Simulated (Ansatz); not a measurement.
## Point defect: Ga interstitial in Ga2O3

The calculation used DFT PBEsol, scalar-relativistic, plane waves, PAW (Ansatz). Settings: 420 eV cutoff, 2×2×2 k-mesh, shifted by half a step, Gaussian smearing of 0.01 eV, collinear spin in charge 0, +2 alone.

Host crystal, relaxed:

```yaml
crystal:
  lattice:
    - [6.13871, -1.52366, 0.00363]
    - [6.13871, 1.52366, 0.00363]
    - [-1.38044, 0.00000, 5.64418]
  atoms:
    - { symbol: Ga, position: [0.34127, 0.34127, 0.68542] }
    - { symbol: Ga, position: [0.65873, 0.65873, 0.31458] }
    - { symbol: Ga, position: [0.90948, 0.90948, 0.20460] }
    - { symbol: Ga, position: [0.09052, 0.09052, 0.79540] }
    - { symbol: O, position: [0.50377, 0.50377, 0.74407] }
    - { symbol: O, position: [0.49623, 0.49623, 0.25593] }
    - { symbol: O, position: [0.82678, 0.82678, 0.43723] }
    - { symbol: O, position: [0.17322, 0.17322, 0.56277] }
    - { symbol: O, position: [0.16528, 0.16528, 0.10959] }
    - { symbol: O, position: [0.83472, 0.83472, 0.89041] }
```

Supercell of 40 atoms, rows in host cell vectors: 1 0 1; -1 2 0; -2 2 1. Atoms relax at the host's cell, keeping the symmetry that the supercell leaves at the site. The cell is small, so energies carry finite-size errors of tenths of an eV. The host's Kohn–Sham gap is 2.22 eV. Atoms are taken from and returned to the elements' standard states.

Starting moments were lost in some runs.

Defect: Ga interstitial at (0.321, 0.321, 0.083) of the host cell.

Problem. What is the formation energy of the neutral defect?

Solution. 5.41 eV.

Problem. Does the neutral defect carry a moment, and how do its surroundings relax?

Solution. It adds no moment. The nearest neighbours before are 2 Ga at 1.90 Å, 2 O at 1.92 Å, 1 O at 1.96 Å, 1 O at 2.14 Å; after relaxation the atoms near the site are 1 O at 1.86 Å, 1 O at 2.02 Å, 1 O at 2.06 Å, 2 Ga at 2.38 Å; the largest move is 0.66 Å.